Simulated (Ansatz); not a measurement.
# Puckered SnSe bilayer (AA) in a perpendicular field, part 3 of 3

What dipole does a perpendicular field induce in the puckered SnSe bilayer (AA), and does the gap follow? A positive field points along +c.

Ansatz 0.2.0; plane-wave DFT, PBE-D3(BJ), Ansatz PAW.

So far, gap along the path (eV): step 3 (single point, field 0, start network) 0.479; step 5 (field -0.05 V/Å) 0.477; step 6 (field 0.1 V/Å) 0.473; step 7 (field -0.1 V/Å) 0.473; step 8 (field 0.2 V/Å) 0.460.

### Step 9. Atoms held, field -0.2 V/Å

Input file input.yaml:

```yaml
crystal:
  lattice:
    - [4.2677224168, 0.0, 0.0]
    - [0.0, 4.2470232416, 0.0]
    - [0.0, 0.0, 26.8266776162]
  atoms:
    - { symbol: Sn, position: [0.0170828667, 0.0, 0.3360791534] }
    - { symbol: Se, position: [0.4878240817, 0.5, 0.3354869406] }
    - { symbol: Se, position: [0.9895337541, 0.0, 0.4392036451] }
    - { symbol: Sn, position: [0.5055592974, 0.5, 0.4389729137] }
    - { symbol: Sn, position: [0.0055592974, 0.0, 0.5610270863] }
    - { symbol: Se, position: [0.4895337541, 0.5, 0.5607963549] }
    - { symbol: Se, position: [0.9878240817, 0.0, 0.6645130594] }
    - { symbol: Sn, position: [0.5170828667, 0.5, 0.6639208466] }
kpoints:
  mp_grid: { grid: [10, 10, 1] }
  band_path:
    path:
      - [0, 0, 0]
      - [0.5, 0, 0]
      - [0.5, 0.5, 0]
      - [0, 0, 0]
      - [0, 0.5, 0]
      - [0.5, 0.5, 0]
    npoints: 16
hamiltonian:
  xc: pbe
  dispersion: d3bj
scf:
  occupations: { method: fermi_dirac, width: 0.02585 }
  convergence: { dr2_threshold: 1.0e-10 }
efield:
  axis: 3
  dipole_correction: true
  ramp_position: 0.9655
  ramp_width: 0.069
  amplitude: -0.2
output:
  write_potential: true
  write_density: true
  volumetric_format: npy
```

Run with:

```console
> ansatz run input.yaml --threads 4 --pin off --max-ram 8192MiB --backend cpu --events-out ev --progress --plain --runs-dir out
```

Numbers of over 12 decimals in the logs are rounded to 6 here.

What it wrote:

```text
[...]
Crystal: 8 atoms, lattice volume = 486.237 Å³
Basis set: ecut = 420 eV, 9441 PW (Γ)
Bands: 72, of which v1, the nominal top of the filled ones, is band 60 counted from 1 (59 counted from 0)
Symmetry: 2 space group operations
k-points: 36 of 100 (time reversal used)
[...]
k-point 0: bands = [... 56 lower, -0.4452, -0.4382, 0.2893, 0.9035, 2.9400, 4.0837, 4.8599, 5.1391, ... 8 higher]
  k-point 1: bands = [... 56 lower, -0.3906, -0.1795, 0.2601, 0.9408, 2.8910, 4.1142, 5.0050, 5.1164, ... 8 higher]
  k-point 2: bands = [... 56 lower, -0.0913, 0.3419, 0.4272, 1.0139, 2.8063, 4.1286, 4.2408, 4.4346, ... 8 higher]
  k-point 35: bands = [... 56 lower, -1.0679, -1.0626, 0.1916, 0.2188, 4.1392, 4.1966, 5.2342, 5.2354, ... 8 higher]
[key lines of the parts left out:]
SCF converged after 16 iterations
Free energy (F): -45978.713826 eV
Fermi energy:    2.037763 eV
Dipole field:    D = -0.084310 V/Å  (p = -0.226550 e·Å, saw-weighted, corrected)
```

Wall time 4.8 min (4 threads of Intel Xeon at 2.50GHz (Skylake/Cascade Lake), shared host); peak memory 1.9 GiB.

The dipole is -0.227 e·Å, and the gap 0.460 eV.

### Step 10. Single point, field 0.3 V/Å

input.yaml, as its differences from that of step 9:

```diff
@@ -34,5 +34,5 @@
   dipole_correction: true
-  ramp_position: 0.9655
-  ramp_width: 0.069
-  amplitude: -0.2
+  ramp_position: 0.9628
+  ramp_width: 0.0744
+  amplitude: 0.3
 output:
```

What it wrote:

```text
[...]
Crystal: 8 atoms, lattice volume = 486.237 Å³
Basis set: ecut = 420 eV, 9441 PW (Γ)
Bands: 72, of which v1, the nominal top of the filled ones, is band 60 counted from 1 (59 counted from 0)
Symmetry: 2 space group operations
k-points: 36 of 100 (time reversal used)
[...]
k-point 0: bands = [... 56 lower, -0.4395, -0.4331, 0.2842, 0.9031, 2.9268, 4.0508, 4.7887, 4.8517, ... 8 higher]
  k-point 1: bands = [... 56 lower, -0.3878, -0.1757, 0.2563, 0.9401, 2.8790, 4.0847, 4.8570, 4.9994, ... 8 higher]
  k-point 2: bands = [... 56 lower, -0.0956, 0.3210, 0.4430, 1.0127, 2.7964, 4.1187, 4.2213, 4.4364, ... 8 higher]
  k-point 35: bands = [... 56 lower, -1.0733, -1.0653, 0.1837, 0.2244, 4.1202, 4.2061, 5.2293, 5.2311, ... 8 higher]
[key lines of the parts left out:]
SCF converged after 15 iterations
Free energy (F): -45978.742149 eV
Fermi energy:    2.038276 eV
Dipole field:    D = 0.126497 V/Å  (p = 0.339912 e·Å, saw-weighted, corrected)
```

The job ended after 4.1 min (4 threads; peak memory 1.9 GiB; 14 min of CPU time).

The dipole is 0.340 e·Å, and the gap 0.441 eV.

### Step 11. Atoms held, field -0.3 V/Å

input.yaml, as its differences from that of step 10:

```diff
@@ -36,3 +36,3 @@
   ramp_width: 0.0744
-  amplitude: 0.3
+  amplitude: -0.3
 output:
```

What it wrote:

```text
[...]
Crystal: 8 atoms, lattice volume = 486.237 Å³
Basis set: ecut = 420 eV, 9441 PW (Γ)
Bands: 72, of which v1, the nominal top of the filled ones, is band 60 counted from 1 (59 counted from 0)
Symmetry: 2 space group operations
k-points: 36 of 100 (time reversal used)
[...]
k-point 0: bands = [... 56 lower, -0.4395, -0.4331, 0.2842, 0.9031, 2.9268, 4.0509, 4.7890, 4.8517, ... 8 higher]
  k-point 1: bands = [... 56 lower, -0.3878, -0.1757, 0.2563, 0.9401, 2.8790, 4.0848, 4.8573, 4.9994, ... 8 higher]
  k-point 2: bands = [... 56 lower, -0.0956, 0.3210, 0.4430, 1.0127, 2.7964, 4.1187, 4.2213, 4.4364, ... 8 higher]
  k-point 35: bands = [... 56 lower, -1.0733, -1.0653, 0.1837, 0.2244, 4.1202, 4.2061, 5.2293, 5.2311, ... 8 higher]
[key lines of the parts left out:]
SCF converged after 15 iterations
Free energy (F): -45978.742149 eV
Fermi energy:    2.038276 eV
Dipole field:    D = -0.126497 V/Å  (p = -0.339912 e·Å, saw-weighted, corrected)
```

Run time: 3.8 min. Hardware: 4 threads; peak memory 1.9 GiB; 13 min of CPU time.

The dipole is -0.340 e·Å, and the gap 0.441 eV.

### Step 12. Single point, field 0.4 V/Å

input.yaml, as its differences from that of step 11:

```diff
@@ -34,5 +34,5 @@
   dipole_correction: true
-  ramp_position: 0.9628
-  ramp_width: 0.0744
-  amplitude: -0.3
+  ramp_position: 0.9282
+  ramp_width: 0.1436
+  amplitude: 0.4
 output:
```

What it wrote:

```text
[...]
Crystal: 8 atoms, lattice volume = 486.237 Å³
Basis set: ecut = 420 eV, 9441 PW (Γ)
Bands: 72, of which v1, the nominal top of the filled ones, is band 60 counted from 1 (59 counted from 0)
Symmetry: 2 space group operations
k-points: 36 of 100 (time reversal used)
[...]
k-point 0: bands = [... 56 lower, -0.4325, -0.4269, 0.2772, 0.9024, 2.9072, 3.9886, 4.5749, 4.8404, ... 8 higher]
  k-point 1: bands = [... 56 lower, -0.3814, -0.1711, 0.2510, 0.9391, 2.8614, 4.0291, 4.6353, 4.9903, ... 8 higher]
  k-point 2: bands = [... 56 lower, -0.1016, 0.2987, 0.4581, 1.0111, 2.7822, 4.1011, 4.1884, 4.4384, ... 8 higher]
  k-point 35: bands = [... 56 lower, -1.0802, -1.0698, 0.1752, 0.2294, 4.0993, 4.2137, 5.2226, 5.2249, ... 8 higher]
[key lines of the parts left out:]
SCF converged after 16 iterations
Free energy (F): -45978.781815 eV
Fermi energy:    2.037237 eV
Dipole field:    D = 0.168736 V/Å  (p = 0.453412 e·Å, saw-weighted, corrected)
```

Run time: 4.4 min. Hardware: 4 threads; peak memory 1.9 GiB; 15 min of CPU time.

The dipole is 0.453 e·Å, and the gap 0.418 eV.

### Step 13. Single point, field -0.4 V/Å

input.yaml, as its differences from that of step 12:

```diff
@@ -36,3 +36,3 @@
   ramp_width: 0.1436
-  amplitude: 0.4
+  amplitude: -0.4
 output:
```

What it wrote:

```text
[...]
Crystal: 8 atoms, lattice volume = 486.237 Å³
Basis set: ecut = 420 eV, 9441 PW (Γ)
Bands: 72, of which v1, the nominal top of the filled ones, is band 60 counted from 1 (59 counted from 0)
Symmetry: 2 space group operations
k-points: 36 of 100 (time reversal used)
[...]
k-point 0: bands = [... 56 lower, -0.4325, -0.4269, 0.2772, 0.9024, 2.9072, 3.9887, 4.5751, 4.8404, ... 8 higher]
  k-point 1: bands = [... 56 lower, -0.3814, -0.1711, 0.2510, 0.9391, 2.8614, 4.0292, 4.6356, 4.9903, ... 8 higher]
  k-point 2: bands = [... 56 lower, -0.1016, 0.2987, 0.4581, 1.0111, 2.7822, 4.1011, 4.1884, 4.4384, ... 8 higher]
  k-point 35: bands = [... 56 lower, -1.0802, -1.0698, 0.1752, 0.2294, 4.0993, 4.2137, 5.2226, 5.2249, ... 8 higher]
[key lines of the parts left out:]
SCF converged after 16 iterations
Free energy (F): -45978.781815 eV
Fermi energy:    2.037237 eV
Dipole field:    D = -0.168736 V/Å  (p = -0.453413 e·Å, saw-weighted, corrected)
```

Wall time 4.3 min (4 threads); peak memory 1.9 GiB.

The dipole is -0.453 e·Å, and the gap 0.418 eV.

### Step 14. Response, atoms held

This step: plane-wave DFT, PBE-D3(BJ), Ansatz PAW; response to a field along the normal, atoms held (Ansatz 0.2.0).

The dipoles give the slope, and the difference of two potentials shows where the field is screened.

Numbers from this step:

```yaml
equivalent_conductor_thickness_p_eps_0ae: 11.31 Å
distance_between_the_outer_atoms: 8.827 Å
```

The dipole of the cell by applied field:

```
applied field (V/Å)  dipole of the cell (e·Å)
             -0.400                    -0.453
             -0.300                    -0.340
             -0.200                    -0.227
             -0.100                    -0.113
             -0.050                   -0.0566
              0.000                         0
              0.050                    0.0566
              0.100                     0.113
              0.200                     0.227
              0.300                     0.340
              0.400                     0.453
```

Local field over the applied field, running mean. From the potentials at -0.05 and 0.05 V/Å; running mean over 2.8 Å. Local field over applied field against z:

z (Å), local field over applied field and a bar:
```
      4.5      0.996 ##############################
      5.0      0.990 ##############################
      5.5      0.972 #############################
      6.0      0.929 ############################
      6.5      0.838 #########################
      7.0      0.689 ####################
      7.5      0.515 ###############
      8.0      0.351 ##########
      8.5      0.205 ######
      9.0      0.093 ##
      9.5      0.038 
     10.0      0.032 
     10.5      0.032 
     11.0      0.024 
     11.5      0.030 
     12.0      0.060 #
     12.5      0.092 ##
     13.0      0.103 ##
     13.5      0.102 ##
     14.0      0.102 ##
     14.5      0.082 ##
     15.0      0.048 #
     15.5      0.024 
     16.0      0.026 
     16.5      0.033 
     17.0      0.031 
     17.5      0.050 #
     18.0      0.127 ###
     18.5      0.253 #######
     19.0      0.406 ############
     19.5      0.575 #################
     20.0      0.746 ######################
     20.5      0.877 ##########################
     21.0      0.949 ############################
     21.5      0.980 #############################
     22.0      0.993 ##############################
     22.5      0.997 ##############################
```

Electrons, planar mean, per unit field. Induced electron density against z:

z (Å), induced electron density (e/Å³ per V/Å) and a bar from the least value:
```
        5    0.00004 ###############
        6    0.00029 ################
        7    0.00174 ######################
        8    0.00392 ##############################
        9   -0.00048 #############
       10    0.00008 ################
       11    0.00012 ################
       12    0.00025 ################
       13   -0.00143 ##########
       14    0.00180 ######################
       15   -0.00039 ##############
       16   -0.00005 ###############
       17   -0.00007 ###############
       18    0.00040 #################
       19   -0.00407 
       20   -0.00132 ##########
       21   -0.00021 ###############
       22   -0.00003 ###############
```

The smaller of the gaps on the path and on the k-mesh, counted as 0 under 0.03 eV. The gap by applied field:

```
applied field (V/Å)  gap (eV)
             -0.400     0.418
             -0.300     0.441
             -0.200     0.460
             -0.100     0.473
             -0.050     0.477
              0.000     0.479
              0.050     0.477
              0.100     0.473
              0.200     0.460
              0.300     0.441
              0.400     0.418
```

By hand: between -0.05 and 0.05 V/Å the dipole changes by 0.1133 e·Å, a slope of 1.133 e·Å²/V. A perfect conductor of thickness t has p = ε₀AEt, so t = 180.95 × 1.133 / 18.125 = 11.31 Å (e/ε₀ = 180.95 V·Å, A in Å²).

The induced dipole is that of a conductor 11.31 Å thick.

### Step 15. Results

| Item | Value |
| --- | --- |
| gap without field | 0.479 eV |
| ionisation energy, upper face | 4.15 eV |
| electron affinity, upper face | 3.67 eV |
| equivalent conductor thickness, atoms held | 11.3 Å |

The induced dipole equals that of a perfect conductor 11.31 Å thick, while the outer atoms lie 8.83 Å apart; an out-of-plane ε follows only once a thickness t is chosen, by 1 − 1/ε = 11.31 Å / t. The gap goes from 0.48 eV to 0.42 eV at -0.4 V/Å. With the field reversed the gap is 0.42 eV at 0.4 V/Å. Semilocal functionals give gaps that are too small, and excitons are not included. Spin-orbit coupling is left out, which matters for the bands of elements this heavy.

[Logs are printed without paths, hosts, clocks, repeated set-up lines and the standing remarks that a program may print on its own settings, such as how far it seeks lower states.]

[Hosts, paths, dates, database ids (printed as entryN), source tags and the programs' standing remarks are cut or masked in the printed files.]

[Maps of the electrostatic potential energy from Ansatz leave out the sawtooth potential of an applied field or a dipole correction, so their vacuum need not be flat; planar profiles and work functions include it.]
